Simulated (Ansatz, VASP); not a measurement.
## One calculation of LiCl, two programs

INCAR

```
SYSTEM = LiCl
PREC = Accurate
ENCUT = 520
EDIFF = 1E-7
ISMEAR = 0
SIGMA = 0.05
LREAL = .FALSE.
LASPH = .TRUE.
NELM = 100
ALGO = Normal
ISIF = 2
LWAVE = .FALSE.
LCHARG = .FALSE.
GGA = PE
NBANDS = 12
```

KPOINTS

```
regular mesh
0
G
  8 8 8
  0 0 0
```

The input POSCAR:

```
LiCl
1.0
    0.0000000000      2.5647600000      2.5647600000
    2.6160552000      0.0000000000      2.5647600000
    2.6160552000      2.5647600000      0.0000000000
Li Cl
1 1
Direct
    0.0000000000      0.0000000000      0.0000000000
    0.5000000000      0.5000000000      0.5000000000
```

Input for Ansatz:

```yaml
crystal:
  lattice:
    - [0.0, 2.56476, 2.56476]
    - [2.6160552, 0.0, 2.56476]
    - [2.6160552, 2.56476, 0.0]
  atoms:
    - { symbol: Li, position: [0.0, 0.0, 0.0] }
    - { symbol: Cl, position: [0.5, 0.5, 0.5] }
basis:
  ecutwfc: 420
kpoints:
  mp_grid: { grid: [8, 8, 8] }
hamiltonian:
  xc: pbe
scf:
  occupations: { method: gaussian, width: 0.05 }
output:
  forces: true
  stress: true
  eigenvalues: true
```

Change from the starting cell: strain +0.0200 x Voigt [1, 0, 0, 0, 0, 0], atoms carried along.

Alike in both runs: task single point; functional PBE; k mesh 8 × 8 × 8; occupations gaussian, width 0.05 eV; no spin polarisation.

```csv
,VASP,Ansatz
version,VASP 6.6.1,Ansatz 0.2.0
potentials or method,"VASP PAW PBE potentials, release 64 (Li_sv, Cl)","scalar-relativistic, plane waves, PAW"
plane-wave cutoff (eV),520,420
valence electrons in the cell,10,10
```

|  | VASP | Ansatz | Ansatz less VASP |
| --- | --- | --- | --- |
| gap on the k mesh at the Fermi level (eV) | 6.20 | 6.18 | -0.012 |
| least direct gap on the mesh (eV) | 6.20 | 6.18 | -0.012 |

The functional is the same, so the differences come from potentials, cutoffs and numerics.

 A k mesh can miss the band edges.
